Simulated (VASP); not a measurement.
Input of a VASP 6.6.1 run:

File INCAR:

```
SYSTEM = Ni
PREC = Accurate
ENCUT = 520
EDIFF = 1E-7
ISMEAR = 0
SIGMA = 0.1
LREAL = .FALSE.
LASPH = .TRUE.
NELM = 100
ALGO = Normal
ISIF = 3
LWAVE = .FALSE.
LCHARG = .FALSE.
ISPIN = 2
MAGMOM = 0.8
LORBIT = 11
LMAXMIX = 4
GGA = PE
IBRION = 2
NSW = 80
EDIFFG = -0.002
```

KPOINTS

```
regular mesh
0
G
  4 4 4
  0 0 0
```

The input POSCAR:

```
Ni
1.0
    0.0000000000      1.7619350000      1.7619350000
    1.7619350000      0.0000000000      1.7619350000
    1.7619350000      1.7619350000      0.0000000000
Ni
1
Direct
    0.0000000000      0.0000000000      0.0000000000
```

Potentials or basis: VASP PAW PBE potentials, release 64 (Ni).

Launch:

```bash
$ cat potpaw_PBE.64/Ni/POTCAR > POTCAR
$ mpirun -np 1 vasp_std > vasp.out
```

(1) Predict the site moments.

(2) Predict the relaxed cell.

Results:

(1) Ni +0.61 μB.

(2) a = 2.474 Å, b = 2.474 Å, c = 2.474 Å, α = 60.00°, β = 60.00°, γ = 60.00°.

Caveat: the k mesh is coarse (spacing up to 0.77 Å⁻¹), so the values aren't converged.
